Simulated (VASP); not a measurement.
**SnO2: single point with PBE**

Crystal: SnO2.

```
CELL_PARAMETERS angstrom
-2.02614 2.02614 5.18138
2.02614 -2.02614 5.18138
2.02614 2.02614 -5.18138
ATOMIC_POSITIONS crystal
Sn 0.75000 0.25000 0.50000
Sn 0.00000 0.00000 0.00000
O 0.79759 0.79759 0.00000
O 0.95241 0.45241 0.50000
O 0.20241 0.20241 0.00000
O 0.54759 0.04759 0.50000
```

Measurements of this composition are mostly on another form, of space group No. 136.

```yaml
Program: VASP 6.6.1
Task: single point
Functional: PBE
Potentials_or_basis: VASP PAW PBE potentials, release 64 (Sn_d, O)
Cutoff: 520 eV
k_mesh: 10 × 10 × 10
Occupations: gaussian, width 0.05 eV
Spin: no spin polarisation
```

```json
{
 "Pressure": "0.5 GPa",
 "Largest force": "0.025 eV/Å",
 "Band gap on the k mesh": "1.31 eV, indirect (least direct gap 1.64 eV)"
}
```

Forces on the atoms (eV/Å):
```
Sn   0.000  0.000  0.000
Sn   0.000  0.000  0.000
O    0.000  0.000 -0.025
O    0.000  0.000  0.025
O    0.000  0.000  0.025
O    0.000  0.000 -0.025
```

Stress tensor (GPa, compression positive):
```
0.47 0.00 0.00
0.00 0.47 0.00
0.00 0.00 0.70
```

Levels at points of the mesh, in eV from the valence-band top:
```csv
k point,band 23,band 24,band 25,band 26,band 27,band 28,band 29,band 30
"(0.00, 0.00, 0.00)",-0.63,-0.63,-0.34,-0.34,1.31,5.27,9.28,9.60
"(0.50, 0.00, 0.00)",-0.72,-0.71,-0.52,-0.39,4.58,5.89,7.75,8.38
"(0.50, 0.50, 0.00)",-0.79,-0.79,-0.05,-0.05,6.90,6.90,7.49,7.49
"(0.50, 0.50, 0.50)",-0.97,-0.97,-0.24,-0.24,3.95,3.95,7.63,7.63
```

It took 9.8 min on 1 thread of Intel(R) Xeon(R) Platinum 8259CL CPU @ 2.50GHz (Skylake/Cascade Lake), with other jobs on the host, peak memory 0.47 GiB.

Caveat: spin-orbit coupling is left out, which moves the levels of the heavy elements. A k mesh can miss the band edges.
